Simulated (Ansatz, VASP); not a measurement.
Given: the input of a run of VASP 6.6.1 on Au.

File INCAR:

```
ALGO     = Fast           # electronic algorithm
EDIFF    = 1E-6           # SCF threshold, eV
ENCUT    = 520            # plane-wave cutoff, eV
GGA      = PS             # functional
ISIF     = 2              # what is computed and relaxed
ISMEAR   = -1             # smearing method
LASPH    = T              # aspherical terms in the spheres
LCHARG   = F              # write CHGCAR
LREAL    = F              # projectors in reciprocal space
LWAVE    = F              # write WAVECAR
NBANDS   = 12             # bands
NELM     = 60             # most SCF steps
PREC     = Accurate       # precision mode
SIGMA    = 0.05           # smearing width, eV
```

KPOINTS

```
k-points
0
Gamma
  11 11 11
```

Contents of POSCAR:

```
Au
1.0
    0.0000000000      1.9934577312      1.9934577312
    1.9934577312      0.0000000000      1.9934577312
    1.9934577312      1.9934577312      0.0000000000
Au
1
Direct
    0.0000000000      0.0000000000      0.0000000000
```

Potentials or basis: VASP PAW PBE potentials, release 64 (Au).

Run with:

```console
$ cat potpaw_PBE.64/Au/POTCAR > POTCAR
$ mpirun -np 1 vasp_std > vasp.out
```

**Question.** Set up the same calculation for Ansatz 0.2.0. Potentials there: all-electron LAPW, scalar-relativistic.

**Answer.** As run (the cutoff follows the program's own potentials):

input.yaml

```yaml
crystal:
  lattice:
    - [0.0, 1.9934577312, 1.9934577312]
    - [1.9934577312, 0.0, 1.9934577312]
    - [1.9934577312, 1.9934577312, 0.0]
  atoms:
    - { symbol: Au, position: [0.0, 0.0, 0.0] }
kpoints:
  mp_grid: { grid: [11, 11, 11] }
scf:
  occupations: { method: fermi_dirac, width: 0.05 }
hamiltonian:
  xc: pbesol
  pseudopotentials: { kind: all_electron, lapw: { basis_error: 0.0005 } }
output:
  forces: true
  stress: true
  eigenvalues: true
```

Potentials or basis: all-electron LAPW, scalar-relativistic.

Launch:

```bash
$ ansatz run input.yaml --threads 1 --pin off --max-ram 3072MiB --backend cpu --events-out ev --progress --plain --runs-dir out
```

Both were run:

|  | VASP | Ansatz | Ansatz less VASP |
| --- | --- | --- | --- |
| gap on the k mesh at the Fermi level (eV) | none | none | - |
| pressure (GPa) | 15.0 | 15.2 | +0.25 |

A gap of «none» marks a metal or a gap that the smearing closes. Ansatz ran all-electron here, so the differences hold the error of VASP's frozen core and of both bases.

Caveats: the PAW data sets were made with another functional, which shifts forces and pressure a little (VASP). Spin-orbit coupling is left out, which matters for the levels of Au.
